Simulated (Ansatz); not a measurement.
Ansatz input

```yaml
crystal:
  lattice:
    - [-3.2349213485, 3.3240134782, 2.5171515754]
    - [3.3240134782, -3.2349213485, 2.5171515754]
    - [6.0635504104, 6.0635504104, -2.3539791766]
  atoms:
    - { symbol: Rb, position: [0.0054290861, 0.9945709139, 0.0] }
    - { symbol: Rb, position: [0.7445709139, 0.2554290861, 0.5] }
hamiltonian:
  xc: revpbe
  pseudopotentials:
    kind: paw
    azcp:
      Rb: "pseudopotentials/Rb.paw.azcp"
basis:
  ecutwfc: 420
  fft_grid_basis: typed
kpoints:
  mp_grid: { grid: [12, 12, 6], shift: [0, 0, 0] }
magnetization:
  spin_polarized: false
scf:
  occupations: { method: fermi_dirac, width: 0.1 }
```

Terminal output

```
Engine: ansatz 0.2.0, aarch64-unknown-linux-gnu
Pseudopotentials: kind: paw
Pseudopotential: Rb, paw, valence charge 9, recommended cutoff 420 eV (normal) 
Functional definition: revPBE
  parameter kappa = 1.245
  parameter beta = 0.06672455060314922
  exchange = pbe_x(kappa = kappa, mu = beta*pi^2/3)
  correlation = pbe_c(beta = beta)
Crystal: 2 atoms, lattice volume = 201.592 Å³
Basis set: ecut = 420 eV, 3947 PW (Γ)
Bands: 13, of which v1, the nominal top of the filled ones, is band 9 counted from 1 (8 counted from 0)
Symmetry: 4 space group operations
Space group: C2/c (ITA 15), of the structure as read, at distance tolerance 5.9e-5 Å
k-points: 242 of 864
Non-local potential: Rb, projectors of the file, l = 0: 3, l = 1: 2, l = 2: 2
PAW form: soft (Blöchl's): semilocal exchange-correlation on the pseudo side does not see the compensation charge
PAW frozen core: Rb, regenerated for the run's functional, and the local potential with it (the file was generated under x = pbe(κ = 0.804, μ = 0.2195149727645171), c = pbe(β = 0.06672455060314922))
PAW one-centre angular grid: Rb, 110 points (default); XC on 64 Gauss nodes
Initial density: superposition of atomic densities (neutral atoms: chi_scale 0, normalization atom), corrected by the library's trained network
Initial wavefunctions: pseudopotential atomic-orbital guess
Functional: x = revpbe(κ = 1.245, μ = 0.2195149727645171), c = pbe(β = 0.06672455060314922)
SCF iter   1: F=—  HF=-6544.407071 eV  |F-HF|=—  |Δ(HF+E_count)|=         —  Δρ=7.73e-4  dr2=1.05e-3  ethr=1.77e-3  ⟨swp⟩=7.3  Hψ=20680  notcnv=0
SCF iter   2: F=—  HF=-6544.408897 eV  |F-HF|=—  |Δ(HF+E_count)|=   1.83e-3  Δρ=5.65e-4  dr2=5.35e-4  ethr=5.81e-6  ⟨swp⟩=2.6  Hψ=7507  notcnv=0
SCF iter   3: F=—  HF=-6544.409389 eV  |F-HF|=—  |Δ(HF+E_count)|=   4.92e-4  Δρ=1.88e-4  dr2=6.83e-5  ethr=2.97e-6  ⟨swp⟩=2.2  Hψ=4067  notcnv=0
SCF iter   4: F=—  HF=-6544.409410 eV  |F-HF|=—  |Δ(HF+E_count)|=   2.05e-5  Δρ=1.30e-4  dr2=3.95e-5  ethr=3.80e-7  ⟨swp⟩=1.0  Hψ=3150  notcnv=0
SCF iter   5: F=—  HF=-6544.409422 eV  |F-HF|=—  |Δ(HF+E_count)|=   1.29e-5  Δρ=2.39e-5  dr2=2.80e-6  ethr=2.19e-7  ⟨swp⟩=1.8  Hψ=3458  notcnv=0
SCF iter   6: F=—  HF=-6544.409424 eV  |F-HF|=—  |Δ(HF+E_count)|=   1.48e-6  Δρ=7.27e-6  dr2=1.30e-7  ethr=1.56e-8  ⟨swp⟩=2.8  Hψ=5708  notcnv=0
SCF iter   7: F=-6544.409424 eV  HF=-6544.409424 eV  |F-HF|=1.31e-8  |Δ(HF+E_count)|=   2.07e-7  Δρ=4.04e-6  dr2=2.63e-8  ethr=5.56e-10  ⟨swp⟩=2.3  Hψ=6443  notcnv=0
SCF 1 converged in 7 iterations: F = -6544.409424 eV  dr2 = 2.63e-8
SCF converged after 7 iterations
Free energy (F): -6544.409424 eV
Harris-Foulkes:  -6544.409424 eV  (|F-HF|=1.31e-8)
Internal energy: -6544.347516 eV  (E = F + TS)
E sigma→0 (E₀):  -6544.378470 eV
Entropy (-TS):   -0.061909 eV (-30.954 meV/atom)
Fermi energy:    1.645943 eV
--- Per-component energies (eV) ---
  E_band       = -245.014402
  E_kinetic    = 381.504102
  E_local      = -1459.468237  (includes V_loc(G=0)·N_el)
  E_nonlocal   = 345.355388
  E_hartree    = 415.402825
  E_xc         = -259.384522
  E_vxc        = -270.433083  (∫ρ·V_xc dr)
  E_paw        = -5244.561589  (= ΣΔE_a)
  E_vpaw       = -72.775652  (= ΣTr[D̂ρ^β])
  E_aug_tail   = -0.000002  (compensation charges beyond the density's cutoff)
  E_ewald      = -723.100842
  E_core_change = -0.094639  (= ΣΔE_core)
  E_smearing   = -0.061909  (= −TS)
  E_closure    = -0.000000  (closes the sum)
  Σ components = -6544.409424   (vs F -6544.409424, Δ=0.00e0)
```
